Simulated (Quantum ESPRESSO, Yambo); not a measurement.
# A GW chain in Yambo: AgBr (Fm-3m), part 3 of 3

Wanted: ground state, empty states, screening and self-energy for AgBr (Fm-3m).

Quantum ESPRESSO 7.5 and Yambo 5.3.0; PBE and many-body steps on it, plane waves. Known limits of the many-body steps: not at the basis limit; d shell near the gap, gap tends to lie low; no spin-orbit coupling; coarse k mesh.

So far. Step 3 (Bands along the symmetry lines): The gap is 0.672 eV, as in the run before at this level. Step 4 (Empty states on the mesh, 4×4×4 mesh, 575 bands): On this mesh the gap is 0.672 eV.

The database entry behind the starting cell differs from later determinations by our own check (about 0.6 % short of the room-temperature cell), so it need not match the best structure at ambient conditions.

## Step 6: Screening and self-energy, 4×4×4 mesh, 245 bands, screening to 231.3 eV

G0W0 replaces the xc potential by the self-energy, built once from these orbitals. Only a window of levels is corrected, while the sums run over the empty bands that the input names.

This step: G0W0 on PBE, plane waves, norm-conserving pseudopotentials.

Contents of gw2.in:

```
HF_and_locXC
gw0
dyson
ppa
em1d
rim_cut
RandQpts= 1000000
RandGvec= 1 RL
EXXRLvcs= 76 Ry
VXCRLvcs= 304 Ry
Chimod= "HARTREE"
% BndsRnXp
 1 | 245 |
%
NGsBlkXp= 17 Ry
% LongDrXp
 1 | 1 | 1 |
%
% GbndRnge
 1 | 245 |
%
DysSolver= "n"
ExtendOut
PPAPntXp= 27.21138 eV
% QPkrange
 3 | 3 | 17 | 20 |
 1 | 1 | 17 | 20 |
%
```

On the command line:

```
> OMP_NUM_THREADS=1 mpirun -n 4 yambo -F gw2.in -J gw2 -C gw2 > gw2.log
```

The log of the run:

```text
 Yambo, version 5.3.0

 [02] CORE Variables Setup
 =========================

  [... cell, symmetries and grids as in the set-up ...]

  [02.05] Energies & Occupations
  ==============================

  [X] === General ===
  [X] Electronic Temperature                        :  0.000000  0.000000 [eV K]
  [X] Bosonic    Temperature                        :  0.000000  0.000000 [eV K]
  [X] Finite Temperature mode                       : no
  [X] El. density                                   :  0.76131E+24 [cm-3]
  [X] Fermi Level                                   :  9.717580 [eV]

  [X] === Gaps and Widths ===
  [X] Conduction Band Min                           :  0.672400 [eV]
  [X] Valence Band Max                              :  0.000000 [eV]
  [X] Filled Bands                                  :  18
  [X] Empty Bands                                   :    19   575
  [X] Direct Gap                                    :  2.604421 [eV]
  [X] Direct Gap localized at k                     :  1
  [X] Indirect Gap                                  :  0.672400 [eV]
  [X] Indirect Gap between kpts                     :  3  1
  [X] Last valence band width                       :  2.284116 [eV]
  [X] 1st conduction band width                     :  4.310293 [eV]

 [03] Transferred momenta grid and indexing
 ==========================================

 IBZ Q-points                                      :   8
 BZ  Q-points                                      :   64

 K/Q-points units:
 rlu = crystal or reduced units; cc = cartesian coordinates; iku = interal k-units

 Q [1]          [rlu]:  0.000000  0.000000  0.000000
 Q [2]          [rlu]:  0.11377E-17  0.11377E-17  0.25000
 Q [3]          [rlu]: -0.22755E-17 -0.22755E-17 -0.50000
 Q [4]          [rlu]: -0.11010E-17  0.25000      0.25000
 Q [5]          [rlu]:  0.15016E-16  0.25000      0.50000
 Q [6]          [rlu]: -0.22755E-17  0.25000     -0.25000
 Q [7]          [rlu]:  0.22019E-17 -0.50000     -0.50000
 Q [8]          [rlu]:  0.250000 -0.500000 -0.250000

 [04] Coloumb potential Random Integration (RIM)
 ===============================================

  [04.01] RIM initialization
  ==========================

  * Diagonal components only detected *

  8 x (sBL volume)        :  0.097165 [a.u.]
  sBZ random points       :  1000000
  Points outside the sBZ  :   7968281
  RL volume               :  0.777319 [a.u.]
  Integrated volume       :  0.780413 [a.u.]

  [04.02] RIM integrals
  =====================

  Gamma point sphere radius             :  0.083391 [a.u.]
  Points outside the sphere             :   800476
  [Int_sBZ(q=0) 1/q^2]*(Vol_sBZ)^(-1/3) =:  7.776341
                                 should be <:  7.795600

  Summary of Coulomb integrals for non-metallic bands |Q|[au] RIM/Bare

  Q [1] 0.100000E-4 0.997530 * Q [2] 0.250811 1.068455
  Q [4] 0.289612 1.066792 * Q [6] 0.409573 1.029758
  Q [5] 0.480267 1.022667 * Q [3] 0.501623 1.020719
  Q [7] 0.579224 1.017590 * Q [8] 0.647592 1.014588

 [WARNING] [Xp] User bands 1-245 break level degeneracy

 [05] Dipoles
 ============

  [05.01] Setup: observables and procedures
  =========================================

 [06] Dynamic Dielectric Matrix (PPA)
 ====================================

 [WR./gw2//ndb.pp]---------------------------------------------------------------
  Brillouin Zone Q/K grids (IBZ/BZ)                :    8   64    8   64
  RL vectors                                       :   4477 [WF]
  Coulomb cutoff potential                         : none
  Electronic Temperature                           :  0.000000 [K]
  Bosonic    Temperature                           :  0.000000 [K]
  PPA    diel. fun.  energies                      : Perdew, Burke & Ernzerhof(X)+Perdew, Burke & Ernzerhof(C)
  wavefunctions                                    : Perdew, Burke & Ernzerhof(X)+Perdew, Burke & Ernzerhof(C)
  Global Gauge                                     : length
  X matrix size                                    :   387
  X band range                                     :    1  245
  X e/h energy range                               : -1.000000 -1.000000 [eV]
  X Time ordering                                  : R
  X Hxc Kernel                                     : HARTREE
  X Drude frequency                                :  0.000000  0.000000
  X poles                                          :  100.0000 [o/o]
  RL vectors in the sum                            :   4477
  [r,Vnl] included                                 : yes
  Field direction                                  :  0.577350E-5  0.577350E-5  0.577350E-5
  BZ energy Double Grid                            : no
  BZ energy DbGd points                            : 0
  BZ Q point size factor                           : -1.000000
  X Optical Averaged directions                    : none

 [07] Local Exchange-Correlation + Non-Local Fock
 ================================================

 [VXC] Plane waves :  28571
 [EXS] Plane waves :   3647

 QP @ state[ 1 ] K range:  1  1
 QP @ state[ 1 ] b range:  17  20
 QP @ state[ 2 ] K range:  3  3
 QP @ state[ 2 ] b range:  17  20

 [xc] Functional : Perdew, Burke & Ernzerhof(X)+Perdew, Burke & Ernzerhof(C)
 [xc] LIBXC used to calculate xc functional
  PP Number of Atomic Species                      :  2
  NLCC RL compoments                               :  28571
  PP Number of Atomic Species                      :  2
  NLCC RL compoments                               :  28571

 [xc] E_xc :  -26.50683 [Ha]
      E_xc :  -53.01365 [Ry]

  Local XC kind (lXC) : Perdew, Burke & Ernzerhof(X)+Perdew, Burke & Ernzerhof(C)
  Non-Local XC kind (nlXC) : Hartree-Fock

  Corrections @ K [1] :  [eV]
 <17|nlXC|17> = -19.87249 -0.11956E-17 <17|lXC|17> = -14.93821 -0.47204E-15
 <18|nlXC|18> = -19.87253  0.39273E-17 <18|lXC|18> = -14.93821  0.000000
 <19|nlXC|19> = -7.964385 -0.23713E-17 <19|lXC|19> = -11.69944  0.37763E-15
 <20|nlXC|20> = -6.578837 -0.34575E-18 <20|lXC|20> = -11.72707 -0.94408E-16

  Corrections @ K [3] :  [eV]
 <17|nlXC|17> = -26.16306  0.96993E-17 <17|lXC|17> = -20.98153  0.14161E-15
 <18|nlXC|18> = -26.16304  0.10514E-16 <18|lXC|18> = -20.98153 -0.18882E-15
 <19|nlXC|19> = -5.459484 -0.29227E-18 <19|lXC|19> = -9.398565  0.14161E-15
 <20|nlXC|20> = -9.525898 -0.18491E-18 <20|lXC|20> = -14.59550 -0.48679E-16

 [08] Dyson equation: Newton solver
 ==================================

  [08.01] G0W0 (W PPA)
  ====================

  [  GW  ] Bands range     :    1  245
  [GW/PPA] G damping       :  0.100000 [eV]

  QP @ state[ 1 ] K range:  1  1
  QP @ state[ 1 ] b range:  17  20
  QP @ state[ 2 ] K range:  3  3
  QP @ state[ 2 ] b range:  17  20

   Sc/G bands                                       :    1  245
   Sc/G damping                                     :  0.100000 ev
   Sc bands terminator                              : no
   Sx RL components                                 :   3647

   QP @ state[ 1 ] K range                          :  1  1
   QP @ state[ 1 ] b range                          :  17  20
   QP @ state[ 2 ] K range                          :  3  3
   QP @ state[ 2 ] b range                          :  17  20
   GF energies kind                                 : Perdew, Burke & Ernzerhof(X)+Perdew, Burke & Ernzerhof(C)
   GF WF`s kind                                     : Perdew, Burke & Ernzerhof(X)+Perdew, Burke & Ernzerhof(C)
   Xs energies kind                                 : Perdew, Burke & Ernzerhof(X)+Perdew, Burke & Ernzerhof(C)
   Xs WF`s kind                                     : Perdew, Burke & Ernzerhof(X)+Perdew, Burke & Ernzerhof(C)

 [11] Game Over & Game summary
```

Elapsed: 6.6 min, on 4 MPI ranks of Arm Neoverse V1, shared host; peak memory 2 GiB.

This step gave:

```yaml
g0w0_gap_on_the_points_computed: 2.086 eV
starting_gap_on_the_mesh: 0.6724 eV
k_of_the_valence_top: 0, 0, -0.5
k_of_the_conduction_bottom: 0, 0, 0
least_direct_g0w0_gap_on_the_computed_points: 4.523 eV
z_at_the_valence_top: 0.8016
z_at_the_conduction_bottom: 0.8278
```

The gap on the mesh goes from 0.67 eV to 2.09 eV, a correction of +1.41 eV.

Limits: finite bands, cutoff and mesh; d shell near the gap, gap tends to lie low; no spin-orbit coupling; coarse k mesh. v1 is the top filled band, c1 the lowest empty one. Levels before and after the correction, in eV, zero at the valence-band top of each column:

|  | conduction bottom | valence top |
| --- | --- | --- |
| Kohn-Sham | 0.67 | 0.00 |
| G0W0 | 2.09 | 0.00 |

```csv
,level,energy (eV)
Kohn-Sham,Γ v2-v1,-1.932
Kohn-Sham,Γ c1,0.672
Kohn-Sham,Γ c2,9.929
Kohn-Sham,(0 0 -0.5) v2-v1,0.000
Kohn-Sham,(0 0 -0.5) c1,3.740
Kohn-Sham,(0 0 -0.5) c2,6.595
G0W0,Γ v2-v1,-2.437
G0W0,Γ c1,2.086
G0W0,Γ c2,11.934
G0W0,(0 0 -0.5) v2-v1,0.000
G0W0,(0 0 -0.5) c1,5.175
G0W0,(0 0 -0.5) c2,8.074
```

## Step 7: Where the time went

Times are wall times on the hardware named with each run, good to a factor of about two.

```csv
step,time,share,memory (GiB)
ground state,7.1 s,1 %,0.26
bands along the symmetry lines,5.5 s,1 %,0.22
empty states on the mesh,1.7 min,20 %,1.1
conversion and set-up,2.7 s,1 %,0.25
screening and self-energy,6.6 min,77 %,2.0
```

## Step 8: Summary of results

| Item | Value |
| --- | --- |
| PBE gap | 0.67 eV, indirect |
| G0W0 gap on the mesh | 2.09 eV |
| GW settings | 4×4×4 mesh, 245 bands, screening to 231.3 eV, Godby-Needs plasmon pole |
| known limits | not at the basis limit; d shell near the gap, gap tends to lie low; no spin-orbit coupling; coarse k mesh |

G0W0 moves the gap on the mesh from 0.67 eV to 2.09 eV (+1.41 eV), with Z of 0.80 and 0.83 at the edges. Only 2 of the mesh's irreducible points were corrected, so a valley elsewhere could overtake. The dearest step here is «screening and self-energy». Bands and cutoff are finite, so the gap is not at the basis limit. The miss can reach some tenths of an eV and take either sign; the mesh is an error of its own. In the G0W0 run levels were corrected at 2 k points alone, so a gap called «on the mesh» is the least over those, and an edge elsewhere would be missed. The 4×4×4 mesh is coarse for this cell, which bears on the long-range parts of exchange and screening. A d shell, filled or nearly so, lies near the gap. One-shot GW converges very slowly in bands there, not always from below, and on a semilocal start the gap tends to come out low; starts rich in exact exchange can overshoot instead. The many-body steps are scalar-relativistic: spin-orbit coupling is not in them.

[Paths, hosts, dates, memory and timing lines, banners, echoed tables and standing remarks are left out of the program output.]

[Logs are printed without paths, hosts, clocks, repeated set-up lines and the standing remarks that a program may print on its own settings, such as how far it seeks lower states.]

[Runs of the session that timed out or met a known fault of the program may be left out.]

[Hosts, paths, dates, database ids (printed as entryN), source tags and the programs' standing remarks are cut or masked in the printed files.]
